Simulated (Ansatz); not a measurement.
# Sc in Ansatz: convergence with k mesh

Input of the first run (k mesh 3 × 3 × 3); the others differ in this setting and in those tied to it:

input.yaml

```yaml
crystal:
  lattice:
    - [-1.9172054859, 1.9172054859, 1.717603]
    - [1.9172054859, -1.9172054859, 1.717603]
    - [1.9172054859, 1.9172054859, -1.717603]
  atoms:
    - { symbol: Sc, position: [0.0, 0.0, 0.0] }
hamiltonian:
  xc: pbe
  pseudopotentials: { kind: nc, accuracy: standard }
kpoints:
  mp_grid: { grid: [3, 3, 3] }
scf:
  occupations: { method: gaussian, width: 0.05 }
output:
  forces: true
  stress: true
  eigenvalues: true
```

Potentials or basis: PseudoDojo standard (PBE files).

The run is started by

```sh
$ ansatz run input.yaml --threads 2 --pin off --max-ram 5632MiB --backend cpu --events-out ev --progress --plain --runs-dir out
```

This isn't the form of Sc at room conditions, which is hcp.

Hardware: 2 threads of Intel(R) Xeon(R) Processor @ 2.50GHz (Skylake/Cascade Lake), with other jobs on the host.

The values tried are 3 × 3 × 3, 4 × 4 × 4, 5 × 5 × 5, 6 × 6 × 6, 8 × 8 × 8, 9 × 9 × 9, 12 × 12 × 12, 14 × 14 × 14, 17 × 17 × 17, loosest first. From which on does the energy stay within 1 meV/atom of the tightest run that finished?

From 9 × 9 × 9 on.

```csv
k mesh,"energy less the tightest run, at zero smearing (meV/atom)",pressure (GPa),SCF cycles,CPU time (s),peak memory (GiB)
3 × 3 × 3,118.75,-1.57,6,1.2,0.27
4 × 4 × 4,-24.97,-1.17,7,1.6,0.28
5 × 5 × 5,18.86,-0.90,6,1.9,0.29
6 × 6 × 6,-0.53,-0.72,7,2.8,0.3
8 × 8 × 8,-2.93,-0.87,7,4.9,0.34
9 × 9 × 9,0.09,-0.65,7,6.1,0.35
12 × 12 × 12,0.10,-0.78,7,12,0.41
14 × 14 × 14,-0.09,-0.77,7,19,0.45
17 × 17 × 17,0.00,-0.81,7,30,0.55
```

Against the tightest run, the pressure stays within 0.1 GPa from 12 × 12 × 12 on. Meshes of other sizes hit other points, so gaps and Fermi surfaces needn't settle smoothly. The tightest run that finished is the yardstick and may itself not be fully converged.
